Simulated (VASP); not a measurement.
# Settings for Sb: electron localisation function

Sb, R-3m (no. 166), 2 atoms in the cell. LDA, electron localisation function; PAW potentials Sb (LDA set). VASP 6.6.1.

Wanted: ELF at bond middles within 0.01; largest ELF outside the core and semicore shells within 0.02.

POSCAR:
```
Sb
1.0
    2.1542000000      1.2437279499      3.7580000000
   -2.1542000000      1.2437279499      3.7580000000
    0.0000000000     -2.4874558998      3.7580000000
Sb
2
Direct
    0.7665100000      0.7665100000      0.7665100000
    0.2334900000      0.2334900000      0.2334900000
```

The series start from Cutoff ENCUT (eV): 500; k mesh: 6 × 6 × 6; PREC: Accurate; SCF threshold EDIFF (eV): 1e-6. Each series keeps the choices made before it, and each single choice may use up half of a tolerance.

## Cutoff ENCUT (eV)

| Cutoff ENCUT (eV) | ELF at bond middles, largest deviation | Largest ELF outside the core and semicore shells | SCF iterations | Time (s) |
|---|---|---|---|---|
| 300 | 0.001 | 0.889 | 10 | 2.2 |
| 400 | 0.000 | 0.890 | 10 | 2.6 |
| 500 | 0.000 | 0.891 | 10 | 3.6 |
| 700 (reference) | 0.000 | 0.890 | 10 | 5.2 |

## k mesh

| k mesh | ELF at bond middles, largest deviation | Largest ELF outside the core and semicore shells | SCF iterations | Time (s) |
|---|---|---|---|---|
| 3 × 3 × 3 | 0.007 | 0.879 | 10 | 1.0 |
| 4 × 4 × 4 | 0.005 | 0.889 | 10 | 1.3 |
| 6 × 6 × 6 | 0.003 | 0.889 | 10 | 2.2 |
| 8 × 8 × 8 | 0.004 | 0.888 | 10 | 4.1 |
| 11 × 11 × 11 (reference) | 0.000 | 0.890 | 10 | 8.4 |

## PREC

| PREC | ELF at bond middles, largest deviation | Largest ELF outside the core and semicore shells | SCF iterations | Time (s) |
|---|---|---|---|---|
| Normal | 0.000 | 0.890 | 10 | 1.0 |
| Accurate (reference) | 0.000 | 0.889 | 10 | 1.3 |

## SCF threshold EDIFF (eV)

| SCF threshold EDIFF (eV) | ELF at bond middles, largest deviation | Largest ELF outside the core and semicore shells | SCF iterations | Time (s) |
|---|---|---|---|---|
| 0.001 | 0.000 | 0.890 | 8 | 0.9 |
| 0.0001 | 0.000 | 0.890 | 8 | 0.9 |
| 1e-6 (reference) | 0.000 | 0.890 | 10 | 1.0 |

## Question

The rows run from the loosest to the tightest. For each series: choose the loosest value from which every tighter one stays within half of the tolerance.

## Answer

- Cutoff ENCUT (eV): 300
- k mesh: 4 × 4 × 4
- PREC: Normal
- SCF threshold EDIFF (eV): 0.001

## All choices together

| Input | ELF at bond middles, largest deviation | Largest ELF outside the core and semicore shells | Time (s) |
|---|---|---|---|
| program defaults, k points 0.5 per Å apart (naive) | 0.001 | 0.888 | 0.5 |
| chosen settings | 0.003 | 0.890 | 0.9 |
| reference settings throughout | 0.000 | 0.891 | 26 |

The tolerance is met.

Values of the reference run: ELF at bond middles: 0.7661.

## The input

INCAR:
```
SYSTEM = Sb
PREC = Normal ; ENCUT = 300
EDIFF = 0.001 ; ISMEAR = 0
SIGMA = 0.05 ; LASPH = .TRUE.
LREAL = .FALSE. ; ALGO = Normal
NELM = 120 ; LWAVE = .FALSE.
LCHARG = .FALSE. ; NBANDS = 12
GGA = CA ; LELF = .TRUE.
NPAR = 1
```

KPOINTS:
```
Automatic mesh
0
Gamma
  4 4 4
  0 0 0
```

Commands:
```
cat potpaw_LDA.64/Sb/POTCAR > POTCAR
mpirun -np 2 vasp_std > vasp.out
```

The naive input happens to agree within the tolerance here, in 0.5 s.

The chosen input took VASP 6.6.1 0.9 s on 2 cores (AMD EPYC 9R45 (Zen 5)), a shared host.

## An input that fails: ELF asked with k-point parallelism

VASP's message: ELF: KPAR>1 not implemented, sorry.

Changes against the starting input:
```
+ KPAR = 2
```
